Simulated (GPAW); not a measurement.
Crystal: Hf.

```
Hf
1.0
     3.19670    0.00000    0.00000
    -1.59835    2.76842    0.00000
     0.00000    0.00000    5.05780
Hf
2
Direct
  0.66667 0.33333 0.75000
  0.33333 0.66667 0.25000
```

Base run:

| Item | Value |
| --- | --- |
| Program | GPAW 26.7.0 |
| Functional | RPBE |
| Potentials or basis | the program's PAW data sets (release 1.2.1) made for this functional |
| Cutoff | 600 eV |
| Basis | pw |
| k mesh | 10 × 10 × 5 |
| Occupations | fermi-dirac, width 0.05 eV |
| Spin | no spin polarisation |

Its results: pressure 3.8 GPa.

**Question.** The run is repeated on the same cell with these changes: functional from RPBE to revPBE; band points from 60 to 100. What comes out?

**Answer.** Pressure 3.0 GPa.
